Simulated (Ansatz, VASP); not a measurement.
# One calculation of Ge, two programs

```
Ge
1.0
     2.88432    0.00000    0.00000
    -1.44216    2.49790    0.00000
     0.00000    0.00000    4.85633
Ge
2
Direct
  0.33333 0.66667 0.25000
  0.66667 0.33333 0.75000
```

Alike in both runs: functional PBE; k mesh 15 × 15 × 8; occupations fermi-dirac, width 0.05 eV; no spin polarisation.

Ansatz relaxed the structure, and its values are those at the end. VASP's run is a single point on that final structure, the one shown.

|  | VASP | Ansatz |
| --- | --- | --- |
| version | VASP 6.6.1 | Ansatz 0.2.0 |
| potentials or method | VASP PAW PBE potentials, release 64 (Ge_d) | PAW with Ansatz's default frozen-core files, scalar-relativistic |
| plane-wave cutoff (eV) | 520 | 420 |
| valence electrons in the cell | 28 | 28 |

|  | VASP | Ansatz | Ansatz less VASP |
| --- | --- | --- | --- |
| pressure (GPa) | 8.3 | 8.2 | -0.12 |
